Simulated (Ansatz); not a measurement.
BeO:
```yaml
crystal:
  lattice:
    - [2.69278, 0.00000, 0.00000]
    - [-1.34639, 2.33202, 0.00000]
    - [0.00000, 0.00000, 4.37264]
  atoms:
    - { symbol: Be, position: [0.33333, 0.66667, 0.99990] }
    - { symbol: Be, position: [0.66667, 0.33333, 0.49990] }
    - { symbol: O, position: [0.33333, 0.66667, 0.37760] }
    - { symbol: O, position: [0.66667, 0.33333, 0.87760] }
```

Relaxed with PBEsol. Independent-particle spectrum: no excitons, no local fields, no scissors shift; 0.1 eV broadening; ε₁ of the summed bands alone.

Task: Tabulate the dielectric function from the program Ansatz at the PBEsol level (PAW).

Result: 

```tsv
E (eV)	ε₁ xx	ε₂ xx	ε₁ zz	ε₂ zz
0.0	3.00	0.00	3.06	0.00
0.4	3.00	0.00	3.06	0.00
0.8	3.01	0.00	3.07	0.00
1.2	3.02	0.00	3.08	0.00
1.6	3.03	0.00	3.09	0.00
2.0	3.05	0.00	3.11	0.00
2.4	3.07	0.00	3.13	0.00
2.8	3.10	0.00	3.16	0.00
3.2	3.13	0.00	3.20	0.00
3.6	3.17	0.00	3.24	0.00
4.0	3.21	0.00	3.29	0.00
4.4	3.27	0.00	3.35	0.00
4.8	3.33	0.00	3.42	0.00
5.2	3.40	0.00	3.50	0.00
5.6	3.49	0.00	3.60	0.00
6.0	3.59	0.00	3.71	0.00
6.4	3.72	0.00	3.86	0.00
6.8	3.89	0.00	4.04	0.00
7.2	4.12	0.00	4.31	0.00
7.6	4.57	0.17	4.82	0.23
8.0	4.63	0.52	4.91	0.60
8.4	4.71	0.68	5.04	0.83
8.8	4.89	0.81	5.25	1.03
9.2	5.17	0.96	5.56	1.26
9.6	5.64	1.17	6.11	1.57
10.0	6.78	1.65	7.50	2.21
10.4	6.09	3.82	5.90	6.63
10.8	6.01	4.54	3.80	5.86
11.2	4.14	6.73	2.72	5.37
11.6	2.66	5.47	2.73	6.12
12.0	1.87	5.00	1.02	4.93
```

Task: From ε at 7.8 eV (xx: 4.61 + 0.40i), find n, k, the normal reflectivity and the absorption coefficient.

Result: n = 2.15, k = 0.093, R = 13 %, α = 2kE/ħc = 74000 cm⁻¹.

With all bands, ε∞ without local fields is 3.19 (xx = yy), 3.25 (zz). DFPT, with local fields, gives 3.11 (xx = yy), 3.17 (zz).

Space group P6_3mc (wurtzite). The cell was relaxed with PBEsol under the symmetry of its start.

Potentials: the earlier of the program's two PAW sets. The files were generated under PBE; for other functionals the program regenerates the frozen cores, and for LDA and PBEsol the local potential too.
